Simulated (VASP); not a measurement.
Here is a VASP 6.6.1 calculation.

Contents of INCAR:

```
PREC = Accurate
ENCUT = 600
EDIFF = 1E-6
ISMEAR = 0
SIGMA = 0.1
LREAL = False
LASPH = True
NELM = 100
ALGO = Fast
ISIF = 3
LWAVE = False
LCHARG = False
GGA = PE
IBRION = 2
NSW = 90
EDIFFG = -0.04
```

File KPOINTS:

```
regular mesh
0
Gamma
  3 3 6
```

The input POSCAR:

```
Ge
1.0
    6.2055183200      0.0000000000      0.0000000000
   -3.1027591600      5.3741365100      0.0000000000
    0.0000000000      0.0000000000      3.6596589400
Ge
6
Direct
    0.6226507000      0.0000000000      0.0000000000
    0.0000000000      0.6226507000      0.6666666700
    0.3773493000      0.3773493000      0.3333333300
    0.3773493000      0.0000000000      0.5000000000
    0.0000000000      0.3773493000      0.1666666700
    0.6226507000      0.6226507000      0.8333333300
```

Potentials or basis: VASP PAW PBE potentials, release 64 (Ge_d).

The run is started by

```console
$ cat potpaw_PBE.64/Ge_d/POTCAR > POTCAR
$ mpirun -np 1 vasp_std > vasp.out
```

Task: What does it give for the relaxed volume?

Result: 23.54 Å³/atom.

Task: What does it give for the space group after relaxing (to 0.05 Å)?

Result: P6_522 (No. 179).

Final structure:
```xyz
6
Lattice="6.4108 0.0000 0.0000 -3.2054 5.5519 0.0000 0.0000 0.0000 3.9686" Properties=species:S:1:pos:R:3 pbc="T T T"
Ge    3.9674    0.0000    3.9686
Ge   -1.9837    3.4359    2.6457
Ge    1.2217    2.1160    1.3229
Ge    2.4433    0.0000    1.9843
Ge    5.1891    2.1160    0.6614
Ge    1.9837    3.4359    3.3072
```

Caveat: the k mesh is coarse (spacing up to 0.39 Å⁻¹), so the values aren't converged; the volume moved by over 15 % at a fixed basis, so the end points are rough.
